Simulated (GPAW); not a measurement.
Runs of GPAW 26.7.0 on Sn. The structure is cubic, space group Fd-3m (No. 227). Conventional cell: a = 6.467 Å, b = 6.467 Å, c = 6.467 Å, α = 90.00°, β = 90.00°, γ = 90.00°. Around Sn (site symmetry -43m) lie 4 Sn at 2.80 Å. This isn't the form of Sn at room conditions, which is tetragonal (white tin).

| task | level | cell | k mesh | optimizer | fmax | max steps | target pressure | convergence | gap on the mesh (eV) | pressure (GPa) |
| --- | --- | --- | --- | --- | --- | --- | --- | --- | --- | --- |
| relaxation of cell and atoms | PBEsol | relaxed to 5 GPa | 7 × 7 × 7 | BFGS | 0.02 eV/Å | 60 | 5 GPa | density=1e-05 forces=0.0001 | none | 5.0 |
| relaxation of cell and atoms | PBEsol | relaxed to 2 GPa | 7 × 7 × 7 | BFGS | 0.02 eV/Å | 60 | 2 GPa | density=1e-05 forces=0.0001 | none | 2.0 |
| relaxation of cell and atoms | PBEsol | relaxed to 30 GPa | 7 × 7 × 7 | BFGS | 0.02 eV/Å | 60 | 30 GPa | density=1e-05 forces=0.0001 | none | 30.0 |
| relaxation of cell and atoms | PBEsol | relaxed | 7 × 7 × 7 | BFGS | 0.02 eV/Å | 60 | - | density=1e-05 forces=0.0001 | none | 0.0 |
| relaxation of cell and atoms | PBEsol | relaxed to 10 GPa | 7 × 7 × 7 | BFGS | 0.02 eV/Å | 60 | 10 GPa | density=1e-05 forces=0.0001 | 0.22 | 10.0 |
| relaxation of cell and atoms | PBEsol | relaxed to 20 GPa | 7 × 7 × 7 | BFGS | 0.02 eV/Å | 60 | 20 GPa | density=1e-05 forces=0.0001 | (a) | 20.0 |

Alike in all rows: potentials or basis PAW data sets generated in the run's folder for this functional, pw; no spin polarisation; cutoff (eV) 600; smearing fermi-dirac 0.05 eV.

Q: Estimate the missing entries.

A: (a) 0.14.

Caveats: later steps reuse the first step's grids; spin-orbit coupling is left out, which moves the levels of the heavy elements (some runs); an odd mesh through Γ misses points on the zone boundary, where band edges often lie (some runs).

A k mesh can miss the band edges, and the runs leave out spin-orbit coupling on Sn.

A gap of «none» marks a metal or a gap under the smearing width.

Runs at the PBE level aren't shown here.
